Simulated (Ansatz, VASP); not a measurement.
Given: the input of a run of VASP 6.6.1 on SiC (Moissanite 3C). 

Contents of INCAR:

```
SYSTEM = SiC
PREC = Accurate ; ENCUT = 600
EDIFF = 1E-7 ; ISMEAR = -1
SIGMA = 0.05 ; LREAL = .False.
LASPH = .True. ; NELM = 60
ALGO = Normal ; ISIF = 3
LWAVE = .False. ; LCHARG = .False.
GGA = PS ; IVDW = 13
IBRION = 2 ; NSW = 40
EDIFFG = -0.01
```

The input KPOINTS:

```
Automatic mesh
0
Gamma
  10 10 10
  0 0 0
```

The input POSCAR:

```
SiC
1.0
    0.0000000000      2.1790000000      2.1790000000
    2.1790000000      0.0000000000      2.1790000000
    2.1790000000      2.1790000000      0.0000000000
Si C
1 1
Direct
    0.0000000000      0.0000000000      0.0000000000
    0.7500000000      0.7500000000      0.7500000000
```

Potentials or basis: VASP PAW PBE potentials, release 64 (Si, C).

Launch:

```console
$ cat potpaw_PBE.64/Si/POTCAR potpaw_PBE.64/C/POTCAR > POTCAR
$ mpirun -np 1 vasp_std > vasp.out
```

Task: What does the same run look like in Ansatz 0.2.0? Potentials or basis there: Ansatz PAW, cutoff 420 eV.

Result: As run (cutoffs and basis follow the program's own potentials, and thresholds, step limits or extra output files can differ):

Contents of input.yaml:

```yaml
crystal:
  lattice:
    - [0.0, 2.179, 2.179]
    - [2.179, 0.0, 2.179]
    - [2.179, 2.179, 0.0]
  atoms:
    - { symbol: Si, position: [0.0, 0.0, 0.0] }
    - { symbol: C, position: [0.75, 0.75, 0.75] }
hamiltonian:
  xc: pbesol
  pseudopotentials: { kind: paw }
  dispersion: d4
kpoints:
  mp_grid: { grid: [10, 10, 10] }
scf:
  occupations: { method: fermi_dirac, width: 0.05 }
output:
  forces: true
  stress: true
relax:
  f_tol: 0.01
  max_steps: 40
  cell: { stress_tol: 0.05 }
```

Potentials or basis: Ansatz PAW.

Run with:

```console
$ ansatz run input.yaml --threads 2 --pin off --max-ram 5632MiB --backend cpu --events-out ev --progress --plain --runs-dir out
```

Both were run:

|  | VASP | Ansatz |
| --- | --- | --- |
| Relaxed volume | 10.23 Å³/atom | 10.22 Å³/atom |
| Relaxed cell | a = 3.070 Å, b = 3.070 Å, c = 3.070 Å, α = 60.00°, β = 60.00°, γ = 60.00° | a = 3.069 Å, b = 3.069 Å, c = 3.069 Å, α = 60.00°, β = 60.00°, γ = 60.00° |
| Space group after relaxing | F-43m (No. 216) | F-43m (No. 216) |
| Pressure after relaxing | 0.0 GPa | 0.0 GPa |

Ansatz's pressure holds a Pulay term of +0.30 GPa for its cutoff of 420 eV, which the other run lacks.

VASP's potentials were made for PBE. Ansatz's potentials were made for PBE.

Where Ansatz's input types no cutoff or centring, it takes its own default and a Γ-centred mesh.

Pressure is positive in compression.
